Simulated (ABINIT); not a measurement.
# Quasiparticle gap of LiF (Griceite) in ABINIT

Aim: the G0W0 gap of LiF (Griceite) on LDA, step by step.

Calculated with ABINIT 10.8.3; LDA and many-body steps on it, plane waves.

Most raw output is cut from this account.

## Step 1: Set-up

It takes space group Fm-3m (No. 225, cubic). Conventional cell: a = 4.028 Å, b = 4.028 Å, c = 4.028 Å, α = 90.00°, β = 90.00°, γ = 90.00°. Nearest to Li lie 6 F at 2.01 Å. Nearest to F lie 6 Li at 2.01 Å. Farther neighbours and most contacts between anions are not listed.

The cell and positions come from the Crystallography Open Database and are kept as given unless a step says otherwise.

## Step 2: Ground state

This step: ABINIT 10.8.3; DFT, LDA, plane waves, norm-conserving pseudopotentials.

The ground-state density comes first.

run.abi

```
acell 3*1.0 Angstrom
rprim 
  0.000000000000 2.014000000000 2.014000000000
  2.014000000000 0.000000000000 2.014000000000
  2.014000000000 2.014000000000 -0.000000000000
ntypat 2
znucl 3 9
natom 2
typat 1 2
xred 
  0.000000000000 0.000000000000 0.000000000000
  0.500000000000 0.500000000000 0.500000000000
pp_dirpath "pseudos"
pseudos "Li.upf, F.upf"
ecut 36
ngkpt 8 8 8
nshiftk 1
shiftk 0 0 0
kptopt 1
chksymbreak 0
nband 10
occopt 1
tolvrs 1e-10
nstep 60
prtwf 0
optforces 0
optstress 0
indata_prefix "in"
outdata_prefix "out"
tmpdata_prefix "tmp"
```

Run with:

```
$ OMP_NUM_THREADS=1 mpirun -n 4 abinit run.abi > log
```

Wall time 3.3 s (4 MPI ranks of Arm Neoverse V2, shared host); peak memory 0.24 GiB.

This step gave:

| Quantity | Value |
| --- | --- |
| total energy | -866.1379 eV |
| gap | 8.864 eV |
| k of the valence top | 0, 0, 0 |
| k of the conduction bottom | 0, 0, 0 |
| least direct gap | 8.864 eV |

The gap is direct, at Γ.

## Step 3: Bands along the symmetry lines

The cheap functional maps the bands first; the places of the edges decide which points the dearer methods must see.

run.abi

```
acell 3*1.0 Angstrom
rprim 
  0.000000000000 2.014000000000 2.014000000000
  2.014000000000 0.000000000000 2.014000000000
  2.014000000000 2.014000000000 -0.000000000000
ntypat 2
znucl 3 9
natom 2
typat 1 2
xred 
  0.000000000000 0.000000000000 0.000000000000
  0.500000000000 0.500000000000 0.500000000000
pp_dirpath "pseudos"
pseudos "Li.upf, F.upf"
ecut 36
iscf -2
irdden 1
kptopt 0
nkpt 50
kpt 
  0.00000000 0.00000000 0.00000000
  0.06250000 0.00000000 0.06250000
  0.12500000 0.00000000 0.12500000
  0.18750000 0.00000000 0.18750000
  0.25000000 0.00000000 0.25000000
  0.31250000 0.00000000 0.31250000
  0.37500000 0.00000000 0.37500000
  0.43750000 0.00000000 0.43750000
  0.50000000 0.00000000 0.50000000
  0.51562500 0.03125000 0.51562500
  0.53125000 0.06250000 0.53125000
  0.54687500 0.09375000 0.54687500
  0.56250000 0.12500000 0.56250000
  0.57812500 0.15625000 0.57812500
  0.59375000 0.18750000 0.59375000
  0.60937500 0.21875000 0.60937500
  0.62500000 0.25000000 0.62500000
  0.37500000 0.37500000 0.75000000
  0.32812500 0.32812500 0.65625000
  0.28125000 0.28125000 0.56250000
  0.23437500 0.23437500 0.46875000
  0.18750000 0.18750000 0.37500000
  0.14062500 0.14062500 0.28125000
  0.09375000 0.09375000 0.18750000
  0.04687500 0.04687500 0.09375000
  0.00000000 0.00000000 0.00000000
  0.06250000 0.06250000 0.06250000
  0.12500000 0.12500000 0.12500000
  0.18750000 0.18750000 0.18750000
  0.25000000 0.25000000 0.25000000
  0.31250000 0.31250000 0.31250000
  0.37500000 0.37500000 0.37500000
  0.43750000 0.43750000 0.43750000
  0.50000000 0.50000000 0.50000000
  0.50000000 0.46875000 0.53125000
  0.50000000 0.43750000 0.56250000
  0.50000000 0.40625000 0.59375000
  0.50000000 0.37500000 0.62500000
  0.50000000 0.34375000 0.65625000
  0.50000000 0.31250000 0.68750000
  0.50000000 0.28125000 0.71875000
  0.50000000 0.25000000 0.75000000
  0.50000000 0.21875000 0.71875000
  0.50000000 0.18750000 0.68750000
  0.50000000 0.15625000 0.65625000
  0.50000000 0.12500000 0.62500000
  0.50000000 0.09375000 0.59375000
  0.50000000 0.06250000 0.56250000
  0.50000000 0.03125000 0.53125000
  0.50000000 0.00000000 0.50000000
istwfk *1
nband 12
nbdbuf 2
tolwfr 1e-08
nstep 40
prtwf 0
prtvol 0
indata_prefix "in"
outdata_prefix "out"
tmpdata_prefix "tmp"
```

The job ended after 2.9 s (4 MPI ranks; peak memory 0.07 GiB; 11 s of CPU time).

Numbers from this step:

| Item | Value |
| --- | --- |
| gap | 8.863 eV |
| k of the valence top | 0.0469, 0.0469, 0.0938 |
| k of the conduction bottom | 0, 0, 0 |
| least direct gap | 8.864 eV |

The gap is 8.863 eV, −0.001 eV from the run before at this level.

Electronic bands along the path, in eV, zero at the top of the highest filled band; v1 is the highest filled band, c1 the lowest empty one:

| point | v4 | v3 | v2 | v1 | c1 | c2 | c3 | c4 |
| --- | --- | --- | --- | --- | --- | --- | --- | --- |
| Γ | -19.51 | 0.00 | 0.00 | 0.00 | 8.86 | 23.50 | 23.50 | 23.50 |
| halfway | -19.20 | -1.46 | -0.52 | -0.52 | 11.14 | 18.38 | 19.36 | 20.19 |
| X | -18.78 | -3.09 | -1.02 | -1.02 | 14.43 | 16.10 | 17.19 | 19.79 |
| halfway | -18.79 | -2.96 | -1.21 | -0.95 | 14.44 | 15.44 | 17.39 | 19.62 |
| U | -18.83 | -2.57 | -1.60 | -0.75 | 14.11 | 14.52 | 18.12 | 19.23 |
| jump to K | -18.83 | -2.57 | -1.60 | -0.75 | 14.11 | 14.52 | 18.12 | 19.23 |
| halfway | -19.20 | -1.53 | -0.78 | -0.09 | 10.80 | 16.57 | 19.55 | 19.74 |
| Γ | -19.51 | 0.00 | 0.00 | 0.00 | 8.86 | 23.50 | 23.50 | 23.50 |
| halfway | -19.30 | -1.39 | -0.12 | -0.12 | 10.07 | 17.56 | 20.13 | 20.13 |
| L | -19.07 | -2.56 | -0.23 | -0.23 | 10.43 | 16.39 | 18.47 | 18.47 |
| halfway | -18.94 | -2.38 | -1.26 | -0.49 | 12.17 | 15.36 | 18.53 | 18.83 |
| W | -18.81 | -2.14 | -2.14 | -0.81 | 14.67 | 14.67 | 17.05 | 18.95 |
| halfway | -18.80 | -2.83 | -1.37 | -0.92 | 14.46 | 15.33 | 17.13 | 19.34 |
| X | -18.78 | -3.09 | -1.02 | -1.02 | 14.43 | 16.10 | 17.19 | 19.79 |

## Step 4: Empty states on the mesh, 6×6×6 mesh, 28 bands

The sums over transitions need many empty states on a uniform mesh; this step solves for them.

run.abi

```
acell 3*1.0 Angstrom
rprim 
  0.000000000000 2.014000000000 2.014000000000
  2.014000000000 0.000000000000 2.014000000000
  2.014000000000 2.014000000000 -0.000000000000
ntypat 2
znucl 3 9
natom 2
typat 1 2
xred 
  0.000000000000 0.000000000000 0.000000000000
  0.500000000000 0.500000000000 0.500000000000
pp_dirpath "pseudos"
pseudos "Li.upf, F.upf"
ecut 36
ngkpt 6 6 6
nshiftk 1
shiftk 0 0 0
kptopt 1
chksymbreak 0
iscf -2
irdden 1
istwfk *1
nband 28
nbdbuf 4
tolwfr 1e-09
nstep 60
prtvol 0
indata_prefix "in"
outdata_prefix "out"
tmpdata_prefix "tmp"
```

Elapsed: 2.9 s, on 4 MPI ranks; peak memory 0.07 GiB; 11 s of CPU time.

This step gave:

```
gap                                                           : 8.864 eV
k of the valence top                                          : 0, 0, 0
k of the conduction bottom                                    : 0, 0, 0
least direct gap                                              : 8.864 eV
k points computed                                             : 16
lowest point of the top converged band, above the valence top : 57.3349 eV
```

On this mesh the gap is 8.864 eV.

## Step 5: Screening, 6×6×6 mesh, 24 bands, screening to 130.6 eV

The RPA dielectric matrix is built and inverted for each q.

This step: RPA screening on LDA, plane waves, norm-conserving pseudopotentials.

run.abi, as its differences from that of step 4:

```diff
@@ -20,10 +20,11 @@
 chksymbreak 0
-iscf -2
-irdden 1
 istwfk *1
-nband 28
-nbdbuf 4
-tolwfr 1e-09
-nstep 60
-prtvol 0
+occopt 1
+irdwfk 1
+optdriver 3
+nband 24
+ecuteps 4.8
+inclvkb 2
+awtr 1
+symchi 1
 indata_prefix "in"
```

Wall time 3.7 s (4 MPI ranks); peak memory 0.36 GiB; 15 s of CPU time.

Numbers from this step:

```yaml
eps_infinity_with_local_fields_on_this_mesh_along_the_program_s_q_direction: 2.021
the_same_without_local_fields: 2.113
plasma_frequency: 29.05 eV
plane_waves_in_the_screening_matrix: 59
```

Local fields lower ε∞ by 4 %.

## Step 6: Self-energy, 6×6×6 mesh, 24 bands, screening to 130.6 eV

The self-energy is evaluated for the states that the input lists, and the levels follow from it, in one-shot runs by the linearised quasiparticle equation.

This step: G0W0 on LDA, plane waves, norm-conserving pseudopotentials.

run.abi, as its differences from that of step 5:

```diff
@@ -23,8 +23,15 @@
 irdwfk 1
-optdriver 3
+optdriver 4
 nband 24
+gwcalctyp 0
+ecutsigx 36
+symsigma 1
+nkptgw 1
+kptgw 
+  0.0000000000 0.0000000000 0.0000000000
+bdgw 
+  3 9
 ecuteps 4.8
-inclvkb 2
-awtr 1
-symchi 1
+irdscr 1
+ppmodel 1
 indata_prefix "in"
```

It took 1.7 s on 4 MPI ranks; peak memory 0.12 GiB.

This step gave:

| Item | Value |
| --- | --- |
| G0W0 gap on the points computed | 13.53 eV |
| starting gap on the mesh | 8.864 eV |
| k of the valence top | 0, 0, 0 |
| k of the conduction bottom | 0, 0, 0 |
| Z at the valence top | 0.827 |
| Z at the conduction bottom | 0.89 |
| least direct G0W0 gap on the computed points | 13.53 eV |

The gap on the mesh goes from 8.86 eV to 13.53 eV, a correction of +4.66 eV.

Limits: finite bands, cutoff and mesh. v1 is the top filled band, c1 the lowest empty one. The levels before and after the correction (eV, zero at the valence-band top of each column):

|  | conduction bottom | valence top |
| --- | --- | --- |
| Kohn-Sham | 8.86 | 0.00 |
| G0W0 | 13.53 | 0.00 |

|  | level | energy (eV) |
| --- | --- | --- |
| Kohn-Sham | Γ v3-v1 | 0.000 |
| Kohn-Sham | Γ c1 | 8.864 |
| Kohn-Sham | Γ c2-c4 | 23.499 |
| G0W0 | Γ v3-v1 | 0.000 |
| G0W0 | Γ c1 | 13.529 |
| G0W0 | Γ c2-c4 | 29.382 |

## Step 7: Where the time went

Times are wall times on 4 MPI ranks of Arm Neoverse V2, shared host, good to a factor of about two.

| step | time | share | memory (GiB) |
| --- | --- | --- | --- |
| ground state | 3.3 s | 23 % | 0.24 |
| bands along the symmetry lines | 2.9 s | 20 % | 0.07 |
| empty states on the mesh | 2.9 s | 20 % | 0.07 |
| screening | 3.7 s | 26 % | 0.36 |
| self-energy | 1.7 s | 12 % | 0.12 |

## Step 8: Outcome

* LDA gap: 8.86 eV, indirect (only 1 meV under the direct gap)
* G0W0 gap on the mesh: 13.53 eV
* GW settings: 6×6×6 mesh, 24 bands, screening to 130.6 eV, Godby-Needs plasmon pole
* known limits: not at the basis limit

G0W0 moves the gap on the mesh from 8.86 eV to 13.53 eV (+4.66 eV), with Z of 0.83 and 0.89 at the edges. Local fields lower the RPA ε∞ on this mesh from 2.11 to 2.02. Only 1 of the mesh's irreducible points was corrected, so a valley elsewhere could overtake. Bands and cutoff are finite, so the gap is not at the basis limit. The miss can reach some tenths of an eV and take either sign; the mesh is an error of its own. In the G0W0 run levels were corrected at 1 k point alone, so a gap called «on the mesh» is the least over those, and an edge elsewhere would be missed.

[Paths, hosts, dates, memory and timing lines, banners, echoed tables and standing remarks are left out of the program output.]

[Logs are printed without paths, hosts, clocks, repeated set-up lines and the standing remarks that a program may print on its own settings, such as how far it seeks lower states.]

[Runs of the session that timed out or met a known fault of the program may be left out.]

[Hosts, paths, dates, database ids (printed as entryN), source tags and the programs' standing remarks are cut or masked in the printed files.]

[G0W0 gaps are taken among the corrected bands and points alone; a level outside them can change the order at an edge.]

[Where Ansatz stands beside ABINIT at settings called matched, ABINIT's density can come from a denser mesh and the files from another edition; pairs whose starting gaps differed by over 0.03 eV were left out, so agreement reads better than it is.]
